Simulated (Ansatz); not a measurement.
**CaO: what symmetry allows forces and stress to be**

```
CELL_PARAMETERS angstrom
-1.77495 1.77495 8.55053
1.77495 -1.77495 8.55053
1.77495 1.77495 -8.55053
ATOMIC_POSITIONS crystal
Ca 0.33781 0.33781 0.00000
Ca 0.66219 0.66219 0.00000
O 0.19314 0.19314 0.00000
O 0.80686 0.80686 0.00000
```

Method: DFT PBEsol, scalar-relativistic, plane waves, PAW in Ansatz 0.2.0.

Cutoff 420 eV; k points 12×12×12 on the computed 4-atom cell (Γ-centred); Gaussian smearing, width 0.02 eV; no spin polarisation.

This distorted cell has space group I4/mmm, with 16 operations.

Question: Without a calculation: in which directions can each atom feel a force?

Answer: A force must be left unchanged by every operation that keeps its atom in place, so it lies in the space that those operations leave fixed. Atoms that the group maps onto each other feel forces of one size.
```
atom site symmetry operations at the site equivalent to atom allowed force (Cartesian)
 Ca1            4mm                       8                   1   along (0.00, 0.00, 1.00)
 Ca2            4mm                       8                   1   along (0.00, 0.00, 1.00)
  O3            4mm                       8                   3   along (0.00, 0.00, 1.00)
  O4            4mm                       8                   3   along (0.00, 0.00, 1.00)
```

That leaves 2 independent force components of 12. A relaxation in this cell that keeps the symmetry moves the atoms in these directions alone.

Question: And the stress tensor?

Answer: It must be invariant under the point group, which leaves 2 independent components: yz, xz, xy vanish; xx = yy.

Question: Do the computed values obey this?

Answer: Yes. Forces (eV/Å):
```
Ca1  0.000  0.000 -3.361
Ca2  0.000  0.000  3.361
O3   0.000  0.000 -1.759
O4   0.000  0.000  1.759
```

Stress (GPa, compression positive, xx yy zz yz xz xy): -11.51 -11.51 -10.19 0.00 0.00 0.00. The program imposes the same operations on density, forces and stress, so this confirms the analysis and is no independent test of the calculation.

The cell holds layers, and where no dispersion correction was added their binding is poorly described. The smearing is narrow for a metal on this mesh.

This form isn't the usual stable structure of the compound. The bands only touch here, so at this level the crystal is a zero-gap semiconductor or semimetal, not an ordinary metal.